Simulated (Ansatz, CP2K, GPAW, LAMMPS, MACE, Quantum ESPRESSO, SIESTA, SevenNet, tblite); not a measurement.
# Amorphous Hg33S25Se8 (66 atoms): one structure in several programs

How near do other programs and methods come to a plane-wave reference for amorphous Hg33S25Se8 (66 atoms)? A plane-wave run serves as the reference.

Program: Ansatz 0.2.0. Level of theory: Kohn-Sham DFT, PBE, PAW, plane waves. Results are calculated unless marked as measured.

### 1. Starting point

The cell holds 66 atoms: 33 Hg, 25 S and 8 Se. Cell: a = 12.034 Å, b = 12.034 Å, c = 12.034 Å, α = 90.0°, β = 90.0°, γ = 90.0°. 66 atoms (33 Hg, 25 S, 8 Se) placed at random at 7.67 g/cm³, melted at 2500 K for 10 ps at fixed volume with the Stillinger-Weber II-VI potential (Zhou et al., Phys. Rev. B 88, 085309 (2013)). Quenched from 2500 K to 500 K at 30 K/ps and fixed volume, held 5 ps, then minimised at fixed cell.

### 2. The reference run

The PAW files are the set soft_2.

input.yaml

```yaml
crystal:
  lattice:
    - [12.034, 0.0, 0.0]
    - [0.0, 12.034, 0.0]
    - [0.0, 0.0, 12.034]
  atoms:
    - { symbol: Hg, position: [0.30856, 0.40498, 0.34921] }
    - { symbol: Hg, position: [0.36362, 0.42984, 0.07568] }
    - { symbol: Hg, position: [0.58573, 0.89714, 0.21871] }
    - { symbol: Hg, position: [0.16181, 0.85302, 0.40942] }
    [... 56 atom lines left out ...]
    - { symbol: Se, position: [0.80117, 0.62906, 0.58941] }
    - { symbol: Se, position: [0.79158, 0.982, 0.74507] }
    - { symbol: Se, position: [0.07353, 0.66258, 0.3053] }
    - { symbol: Se, position: [0.31705, 0.30397, 0.8855] }
    - { symbol: Se, position: [0.54179, 0.41489, 0.7238] }
    - { symbol: Se, position: [0.00524, 0.86263, 0.03375] }
kpoints:
  mp_grid: { grid: [1, 1, 1] }
hamiltonian:
  xc: pbe
scf:
  occupations: { method: fermi_dirac, width: 0.05 }
output:
  forces: true
  eigenvalues: true
  populations: true
  stress: true
```

The run is started by

```
$ ansatz run input.yaml --threads 4 --pin off --max-ram 8192MiB --backend cpu --events-out ev --progress --plain --runs-dir out
```

Numbers of over 12 decimals in the logs are rounded to 6 here.

Output:

```text
[...]
Pseudopotentials: kind: paw
Pseudopotential: Hg, paw, valence charge 20, recommended cutoff 420 eV (normal), Hg.paw.azcp
Pseudopotential: S, paw, valence charge 6, recommended cutoff 420 eV (normal), S.paw.azcp
Pseudopotential: Se, paw, valence charge 16, recommended cutoff 420 eV (normal), Se.paw.azcp
[... 5 lines on functional and potentials left out ...]
Crystal: 66 atoms, lattice volume = 1742.730 Å³
Basis set: ecut = 420 eV, 34049 PW (Γ), exchange–correlation on 162×162×162 points (8 copies of the dense FFT grid, shifted against one another)
Bands: 563, of which v1, the nominal top of the filled ones, is band 469 counted from 1 (468 counted from 0)
Symmetry: 1 space group operations
Space group: P1 (ITA 1), of the structure as read, at distance tolerance 1.2e-4 Å
k-points: 1
[... 7 lines on functional and potentials left out ...]
Initial density: superposition of atomic densities (neutral atoms: chi_scale 0, normalization atom), corrected by the library's trained network
Initial wavefunctions: pseudopotential atomic-orbital guess
[...]
SCF iter   1: F=—  HF=-522135.892443 eV  |F-HF|=—  |Δ(HF+E_count)|=         —  Δρ=4.39e-3  dr2=1.23e0  ethr=1.77e-3  ⟨swp⟩=5.0  Hψ=1837  notcnv=0  defer=44
preconditioner: auto → LDOS  [insulator: Δε(μ)=0.180 eV  Ē_g=9.756 eV  σ=0.050 eV  W_gap=0.72  n_scr=460 (ndim 8)  ℏωp=21.7 eV  f_vac=0.109  D(μ)=16.28/eV (n_scr^D=80)  ε∞_Penn≈5.9  β→1.0]
[...]
SCF iter   9: F=—  HF=-522135.781866 eV  |F-HF|=—  |Δ(HF+E_count)|=   1.05e-7  Δρ=3.07e-6  dr2=4.40e-7  ethr=2.73e-10  ⟨swp⟩=2.0  Hψ=794  notcnv=0  defer=70
SCF iter  10: F=-522135.781866 eV  HF=-522135.781866 eV  |F-HF|=4.48e-8  |Δ(HF+E_count)|=   9.31e-9  Δρ=1.13e-6  dr2=5.74e-8  ethr=1.07e-11  ⟨swp⟩=11.0  Hψ=2439  notcnv=0
SCF 1 converged in 10 iterations: F = -522135.781866 eV  dr2 = 5.74e-8
[...]
SCF converged after 10 iterations
Free energy (F): -522135.781866 eV
Harris-Foulkes:  -522135.781866 eV  (|F-HF|=4.48e-8)
Internal energy: -522135.583314 eV  (E = F + TS)
E sigma→0 (E₀):  -522135.682590 eV
Entropy (-TS):   -0.198552 eV (-3.008 meV/atom)
Fermi energy:    8.427909 eV
--- Per-component energies (eV) ---
[...]
Σ components = -522135.781866   (vs F -522135.781866, Δ=0.00e0)
--- Forces (eV/Å), atoms counted from 1 ---
  atom   1  Hg    -0.15512327     0.00296402     0.07891253
  atom   2  Hg    -0.04839412     0.29873696    -0.30323965
  atom   3  Hg    -0.44277214     0.23796172    -0.42438331
  atom   4  Hg     0.19689907    -0.35473357     0.69549326
[...]
atom  66  Se    -0.27956317    -0.04294603    -0.34426742
  max |Σ_I F_I| component: 1.29e-5 eV/Å
--- Stress (GPa, compression-positive) ---
       -0.120468      -0.043077       0.241398
       -0.043077       0.171586       0.248002
        0.241398       0.248002      -0.038260
  P = ⅓ Tr σ = 0.0043 GPa (0.043 kbar)
--- Band table (eV) ---
  k-point 0: bands = ["-106.5303", "-106.4045", "-106.3961", "-106.3459", [... 547 levels ...], "14.6011", "14.6478", "14.6674", "14.6725", "14.7961", "14.8094", "14.8333", "14.8747", "14.9551", "15.0059", "15.0207", "15.0891"]
--- Löwdin populations: 66 sites ---
  site symbol       q [e]
     0     Hg     19.1182
     1     Hg     19.2228
     2     Hg     19.0867
[...]
65     Se     16.4700
  spilling = 0.007085 (of n_electrons = 938.000000)
```

Elapsed: 31 s, on 4 threads of Arm Neoverse V2, shared host; peak memory 2.7 GiB.

Reading the cycles: dr2 is the Hartree energy of the density residual (eV), the measure of convergence; HF is the Harris–Foulkes estimate of the energy, which meets the free energy F at convergence.

Read from the output:

| Quantity | Value |
| --- | --- |
| free energy | -522135.7819 eV |
| free energy per atom | -7911.1482 eV/atom |
| SCF cycles | 10 |
| pressure | 0.004286 GPa |
| r.m.s. force component | 0.3971 eV/Å |
| longest force | 1.344 eV/Å |
| Fermi energy | 8.428 eV |
| levels partly filled by over 2 per cent | 5 |
| spilling of the projection | 0.007085 |

Neighbours are counted within 3.15 Å (Hg-S), 3.35 Å (Hg-Se).

Length of the force by element and coordination:

```tsv
element	coordination	atoms	mean length of the force (eV/Å)	spread	least	most
Hg	all	33	0.572	0.200	0.133	1.00
Hg	3	3	0.710	0.172	0.475	0.880
Hg	4	25	0.531	0.186	0.133	0.807
Hg	5	5	0.697	0.194	0.428	1.00
S	all	25	0.732	0.323	0.0929	1.34
S	2	3	0.588	0.151	0.442	0.797
S	3	7	0.870	0.359	0.212	1.33
S	4	7	0.783	0.298	0.368	1.34
S	5	5	0.694	0.278	0.423	1.09
S	6	3	0.497	0.289	0.0929	0.756
Se	all	8	0.592	0.193	0.215	0.750
Se	4	4	0.670	0.130	0.446	0.750
Se	5	4	0.513	0.212	0.215	0.717
```

The levels nearest the highest filled one (over half full), pooled over k-points and spins:

```tsv
level less the highest filled one (eV)	occupation
-0.351	2
-0.229	2.00
-0.150	1.98
-0.0723	1.89
-0.0502	1.84
0	1.61
0.124	0.514
0.192	0.162
0.315	0.015
0.393	0.003
0.475	0.001
0.593	0
```

### 3. Local order

Density 7.67 g/cm³, 26.41 Å³ an atom.

g(r), total and by pair (bins of 0.2 Å):

```tsv
r (Å)	total	Hg-Hg	Hg-S	Hg-Se	S-S	S-Se	Se-Se
2.50	0.68	0.00	1.67	0.00	0.00	0.53	0.00
2.70	3.46	0.00	7.12	6.32	0.00	0.00	0.00
2.90	1.46	0.00	1.93	4.80	1.02	0.00	0.00
3.10	0.76	0.13	0.61	0.56	2.79	0.00	2.15
3.30	0.46	0.91	0.15	0.25	0.61	0.00	4.04
3.50	1.11	3.42	0.13	0.00	1.07	0.28	1.70
3.70	0.63	1.40	0.55	0.00	0.16	0.26	1.65
3.90	0.86	1.25	0.55	1.06	0.73	1.12	0.00
4.10	1.31	1.42	0.69	0.46	2.27	3.06	1.27
4.30	1.27	1.23	1.00	0.85	2.14	1.69	1.13
4.50	1.33	1.33	0.96	1.03	1.65	2.56	2.12
4.70	1.05	1.11	1.18	0.58	0.90	1.13	1.96
4.90	0.73	0.48	0.63	0.88	1.03	1.15	0.91
5.10	0.94	1.02	1.03	0.80	0.77	0.92	0.00
5.30	0.73	0.68	0.81	0.85	0.40	0.99	0.00
5.50	0.99	1.22	0.97	1.31	0.58	0.80	0.00
5.70	0.99	0.79	1.24	1.22	0.55	0.97	0.65
5.90	0.95	0.51	1.32	1.13	0.90	0.60	0.00
```

Bonds by pair of elements; cutoffs follow the first minimum of g(r), held within bounds set by covalent radii, and pairs that aren't listed don't count as bonded:

```tsv
pair A-B	cutoff (Å)	bonds	mean length (Å)	spread (Å)	shortest (Å)	B about A	A about B
Hg-S	3.15	98	2.73	0.135	2.54	2.97	3.92
Hg-Se	3.35	36	2.82	0.119	2.65	1.09	4.5
```

How many atoms have how many bonded neighbours:

```tsv
element	mean	2	3	4	5	6
Hg	4.06	0	3	25	5	0
S	3.92	3	7	7	5	3
Se	4.5	0	0	4	4	0
```

Rings of the network by King's shortest-path rule, up to 12 atoms, one path for each pair of neighbours; H, halogens, alkali and alkaline-earth atoms are left out, and the last column divides by all other atoms, bonded or not:

```tsv
ring size (atoms)	rings	per network atom
4	36	0.545
6	95	1.44
8	58	0.879
10	4	0.061
```

### 4. The other programs

The programs:
- CP2K 2026.2: Gaussian basis with GTH pseudopotentials and a plane-wave density; labels give functional, basis (MOLOPT sets; SR short-range, UZH the newer set with its own potentials), grid cutoff/relative cutoff and solver (OT: orbital transformation; TRS4, TC2, SIGN: linear-scaling purification with its sparsity filter), or its built-in tight binding.
- GPAW 26.7.0: PAW with atomic orbitals (LCAO), plane waves or a real-space grid of spacing h.
- MACE: machine-learned potential, published weights.
- Quantum ESPRESSO 7.5: plane waves; labels (QE) give functional, pseudopotential set and cutoffs of waves/density.
- SIESTA 5.4.2: numerical atomic orbitals, whose automatically made sets are far from complete, with PseudoDojo norm-conserving potentials that we converted to its format (checked against plane waves on the same files for H, C, O, Si, Ge and Ca alone); labels give functional, basis size, energy shift and mesh cutoff.
- SevenNet: machine-learned potential, published weights.
- tblite 0.8.0: extended tight binding, driven from Python.

All use the same cell and atoms; the electronic-structure runs use the same k-mesh, and an electronic temperature of 580 K (0.05 eV) where levels are smeared.

Differences are against the plane-wave reference, forces as r.m.s. over components; share is that over the reference's r.m.s. force, slope the least-squares factor from reference forces to these. Total energies of different programs have different zeros and aren't compared.

```tsv
run	Δ force, r.m.s. (meV/Å)	share (%)	slope	Δ pressure (GPa)	cores	CPU time	memory (GiB)
reference	-	-	-	-	4	2 min	2.7
CP2K PBE, DZVP-MOLOPT-SR, 210/50 Ry, diagonalisation (coarse)	30.8	7.76	1.004	0.452	2	4.7 min	1.3
CP2K PBE, DZVP-MOLOPT-SR, 300/50 Ry, diagonalisation (coarse)	31.1	7.83	1.005	0.453	2	4.8 min	1.7
CP2K PBE, DZVP-MOLOPT-SR, 600/30 Ry, diagonalisation (coarse)	31.6	7.95	1.005	0.47	4	5.5 min	6.1
CP2K PBE, DZVP-MOLOPT-SR, 600/50 Ry, diagonalisation	31.1	7.83	1.005	0.453	4	6.8 min	6.1
GPAW PBE, LCAO dzp, h 0.2 Å	58.1	14.6	0.979	-	1	4 min	1.7
GPAW PBE, LCAO dzp, h 0.28 Å (coarse)	59.4	14.9	0.983	-	1	2.2 min	0.84
GPAW PBE, LCAO sz(dzp), h 0.2 Å (coarse)	220	55.3	0.909	-	1	1.8 min	1.5
GPAW PBE, LCAO szp(dzp), h 0.2 Å (coarse)	81.4	20.5	0.980	-	1	2.7 min	1.6
GPAW PBE, plane waves 450 eV	17.3	4.37	1.008	-0.126	2	12 min	1.8
MACE MP-0b2 small potential	175	44.0	1.011	0.479	1	5.7 s	0.67
MACE MPA-0 medium potential	122	30.7	0.963	0.0445	1	6.4 s	0.76
QE PBE, sssp-1.3.0-efficiency, 35/280 Ry (coarse)	8.01	2.02	0.998	-15.2	4	19 min	3.1
QE PBE, sssp-1.3.0-efficiency, 45/360 Ry	3.47	0.873	1.000	-0.585	4	28 min	4.5
SIESTA PBE, DZP, shift 0.01 Ry, mesh 300 Ry	186	46.7	1.168	-4.98	2	2.3 min	1.0
SIESTA PBEsol, DZP, shift 0.01 Ry, mesh 300 Ry	201	50.6	1.156	-8.44	2	2.4 min	1.0
SevenNet l3i5 potential	151	37.9	1.031	-0.0487	1	7.2 s	0.9
tblite GFN1-xTB	345	86.9	1.084	-1.76	1	2.1 s	0.13
```

Rows marked coarse were listed beforehand as settings not expected to be converged; some can still land near the reference.

Times of the machine-learned potentials are mostly Python's start and the loading of weights.

CPU time is summed over cores on a shared host, where runs went side by side, so it is rough. Symmetry, cutoffs, thresholds, outputs and thread counts weren't matched or tuned between programs; memory under MPI is the largest rank's times the ranks.

Runs without a result: CP2K GFN1-xTB, diagonalisation (not converged, the SCF not settling).

Mean charges by element (e), by run and scheme:

```tsv
run	scheme	Hg	S	Se
CP2K PBE, DZVP-MOLOPT-SR, 600/50 Ry, diagonalisation	Mulliken	0.00	+0.01	-0.04
CP2K PBE, DZVP-MOLOPT-SR, 600/50 Ry, diagonalisation	Hirshfeld	+0.21	-0.22	-0.18
SIESTA PBE, DZP, shift 0.01 Ry, mesh 300 Ry	Hirshfeld	+0.63	-0.62	-0.64
SIESTA PBEsol, DZP, shift 0.01 Ry, mesh 300 Ry	Hirshfeld	+0.61	-0.61	-0.63
tblite GFN1-xTB	Mulliken	+0.26	-0.31	-0.12
```

Within one program, basis, potentials and functional, energies share a zero. Each run against its twin at the usual cutoff or grid and solver:

```tsv
run	twin	Δ energy (meV/atom)	Δ force, r.m.s. (meV/Å)	CPU time over the twin's
CP2K PBE, DZVP-MOLOPT-SR, 210/50 Ry, diagonalisation	DZVP-MOLOPT-SR, 600/50 Ry, diagonalisation	0.0499	7.36	0.69 (this twin ran on 4 cores)
CP2K PBE, DZVP-MOLOPT-SR, 300/50 Ry, diagonalisation	DZVP-MOLOPT-SR, 600/50 Ry, diagonalisation	0.0123	0.868	0.70 (this twin ran on 4 cores)
CP2K PBE, DZVP-MOLOPT-SR, 600/30 Ry, diagonalisation	DZVP-MOLOPT-SR, 600/50 Ry, diagonalisation	-0.0437	3.30	0.80
GPAW PBE, LCAO dzp, h 0.28 Å	LCAO dzp, h 0.2 Å	158	32.9	0.55
QE PBE, sssp-1.3.0-efficiency, 35/280 Ry	sssp-1.3.0-efficiency, 45/360 Ry	315	5.50	0.68
```

### 5. Outcome

```json
{
 "reference r.m.s. force component": "0.397 eV/Å",
 "nearest in forces": "QE PBE, sssp-1.3.0-efficiency, 45/360 Ry, 0.87 %",
 "farthest in forces": "tblite GFN1-xTB, 87 %",
 "cheapest electronic-structure run beside the reference": "tblite GFN1-xTB, 2.1 s of CPU time"
}
```

PBE on plane waves or a grid with other potentials, cutoffs or grids, coarse settings apart, differs from the reference by 0.87 % (QE PBE, sssp-1.3.0-efficiency, 45/360 Ry) to 4.4 % (GPAW PBE, plane waves 450 eV) of the r.m.s. force; this holds the reference's own error, so differences of a few per cent don't tell which side is nearer the exact PBE result (QE's 45 Ry are 612 eV, against the reference's 420 eV). The PBE runs in local orbitals, coarse settings apart, differ by 7.8 % (CP2K PBE, DZVP-MOLOPT-SR, 600/50 Ry, diagonalisation) to 47 % (SIESTA PBE, DZP, shift 0.01 Ry, mesh 300 Ry); basis, grid and potentials can all enter. Tight binding differs by 87 % (tblite GFN1-xTB); it is another model, with fitted parameters of its own, and the xTB methods hold dispersion. Machine-learned potentials differ by 31 % (MACE MPA-0 medium potential) to 44 % (MACE MP-0b2 small potential); they were trained on other programs' data. Rows with another functional or a dispersion term differ by 51 % (SIESTA PBEsol, DZP, shift 0.01 Ry, mesh 300 Ry), which mixes the change of model with differences of basis and potentials. Runs with settings chosen to be coarse differ by 2.0 % (QE PBE, sssp-1.3.0-efficiency, 35/280 Ry) to 55 % (GPAW PBE, LCAO sz(dzp), h 0.2 Å), their programs' other errors included. One electronic-structure run takes under half the reference's CPU time: tblite GFN1-xTB, at 87 % in 2.1 s against 2 min, too far off to be of use; its pressure misses by -1.8 GPa. In pressure, QE PBE, sssp-1.3.0-efficiency, 35/280 Ry misses by -15.2 GPa, at the same functional; a cutoff this low leaves a large Pulay stress. Charges hang on model, scheme and program or settings: among these rows the mean for S runs from -0.62 to +0.01 e. In the reference: counting bands leaves a spacing of only 0.12 eV (at Γ alone), which the smearing bridges: 5 levels are partly filled by over 2 %, so a gap, if any, is small at this level. In the reference: first main peaks of g(r), for some of the pairs, lie near 3.5 Å (Hg-Hg), 2.7 Å (Hg-S), 2.8 Å (Hg-Se), 3.1 Å (S-S) and 4.1 Å (S-Se). Periodic xTB results under one method name differ between programs and library versions. The potentials hold different valence shells: 938 electrons in the reference, 792 in GPAW, 594 in CP2K with DZVP-MOLOPT-SR and 858 in Quantum ESPRESSO with SSSP; this bears on time and differences. Machine-learned potentials mimic data converged in k, so the reference's own k-point error enters their differences. The quench rate of 30 K/ps is many orders above laboratory rates, so the cell is likely richer in defects and strain than a real sample. The network of bonds at the start is that of the classical potential that made the cell, and needn't be the one that DFT or experiment would give. The electronic-structure runs sample only Γ, in a cell whose shortest periodic width is 12 Å, which is coarse for a cell with partly filled levels. Spin–orbit coupling is left out, which matters for the levels of the heavy elements.

[Also dropped from logs without a mark: logging warnings of Python, and SIESTA's first energy breakdown and zero terms.]

[Logs are printed without paths, hosts, clocks, repeated set-up lines and the standing remarks that a program may print on its own settings, such as how far it seeks lower states.]

[Hosts, paths, dates, database ids (printed as entryN), source tags and the programs' standing remarks are cut or masked in the printed files.]
